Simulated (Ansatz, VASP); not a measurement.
TiAl: VASP beside Ansatz

File INCAR:

```
  PREC = Accurate
  ENCUT = 520
  EDIFF = 1E-7
  ISMEAR = -1
  SIGMA = 0.05
  LREAL = F
  LASPH = T
  NELM = 100
  ALGO = Fast
  ISIF = 2
  LWAVE = F
  LCHARG = F
  GGA = PS
  NBANDS = 14
```

Contents of KPOINTS:

```
regular mesh
0
Gamma
  11 11 6
```

POSCAR

```
TiAl
1.0
    2.8672622327      0.0000000000      0.0000000000
   -1.4336311163      2.4831219328      0.0000000000
    0.0000000000      0.0000000000      4.6780830000
Ti Al
1 1
Direct
    0.0000000000      0.0000000000      0.0000000000
    0.3333333333      0.6666666667      0.5000000000
```

File input.yaml:

```yaml
crystal:
  lattice:
    - [2.8672622327, 0.0, 0.0]
    - [-1.4336311163, 2.4831219328, 0.0]
    - [0.0, 0.0, 4.678083]
  atoms:
    - { symbol: Ti, position: [0.0, 0.0, 0.0] }
    - { symbol: Al, position: [0.3333333333, 0.6666666667, 0.5] }
kpoints:
  mp_grid: { grid: [11, 11, 6] }
  band_path:
    path:
      - [0.0, 0.0, 0.0]
      - [0.5, 0.0, 0.0]
      - [0.3333333333, 0.3333333333, 0.0]
      - [0.0, 0.0, 0.0]
      - [0.0, 0.0, 0.5]
      - [0.5, 0.0, 0.5]
      - [0.3333333333, 0.3333333333, 0.5]
      - [0.0, 0.0, 0.5]
    npoints: 12
scf:
  occupations: { method: fermi_dirac, width: 0.05 }
hamiltonian:
  xc: pbesol
  pseudopotentials: { kind: all_electron, lapw: { basis_error: 0.001 } }
output:
  forces: true
  stress: true
  eigenvalues: true
```

Alike in both runs: functional PBEsol; k mesh 11 × 11 × 6; occupations fermi-dirac, width 0.05 eV; no spin polarisation.

|  | VASP | Ansatz |
| --- | --- | --- |
| version | VASP 6.6.1 | Ansatz 0.2.0 |
| potentials or method | VASP PAW PBE potentials, release 64 (Ti_sv, Al) | all-electron LAPW, scalar-relativistic |
| plane-wave cutoff (eV) | 520 | see its input |
| task | single point | band structure |

|  | VASP | Ansatz | Ansatz less VASP |
| --- | --- | --- | --- |
| gap on the k mesh at the Fermi level (eV) | none | none | - |
| pressure (GPa) | -2.9 | -2.9 | -0.01 |
| largest component of the traceless stress (GPa) | 1.04 | 1.11 | +0.062 |

A gap of «none» marks a metal or a gap that the smearing closes. Ansatz ran all-electron here, so the differences hold the error of VASP's frozen core and of both bases.

Caveats: the PAW data sets were made with another functional, which shifts forces and pressure a little (VASP).
